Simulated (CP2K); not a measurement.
**Ge: equation of state with LDA**

**Experimental background.**

“Sub-monolayer structures of Ag overlayers on Ge(111): experimental observations and first-principles study”, 2019, arxiv:1908.00180 quotes, for a bulk crystal of Ge: bulk modulus 75.8 GPa.

Crystal: Ge.

```
Ge
1.0
     4.00068    0.00000    0.00000
     2.00034    3.46469    0.00000
     2.00034    1.15490    3.26654
Ge
2
Direct
  0.75000 0.75000 0.75000
  0.50000 0.50000 0.50000
```

```
Program             : CP2K 2026.2
Task                : equation of state
Functional          : LDA
Potentials or basis : GTH_POTENTIALS Ge GTH-PADE-q4; TZVP-MOLOPT-PBE-GTH basis
Density cutoff      : 6123 eV
k mesh              : 8 × 8 × 8
Occupations         : fermi-dirac, width 0.01 eV
Spin                : no spin polarisation
```

```
Equilibrium volume                      : 21.72 Å³/atom
Bulk modulus                            : 74 GPa
Pressure derivative of the bulk modulus : 4.8 (rough: it moves with the points fitted)
```

Energy against volume, from the lowest point:
```tsv
volume (Å³/atom)	energy (meV/atom)
21.281	2.17
21.733	0.00
22.186	2.27
22.639	8.34
23.092	17.70
23.545	30.18
23.997	45.29
```

All runs of the series together: 54 s on 1 thread of AMD EPYC 9R45 96-Core Processor (Zen 5), on a shared host.

Against the measured bulk modulus of Ge, 75.8 GPa (quoted in “Sub-monolayer structures of Ag overlayers on Ge(111): experimental observations and first-principles study”, 2019, arxiv:1908.00180), the calculated 74 GPa is off by -2.9 %. The fit is for a static lattice scaled at fixed shape and fixed fractional positions.

Caveat: the basis of atomic orbitals isn't converged, which shifts pressures, moduli and gaps.
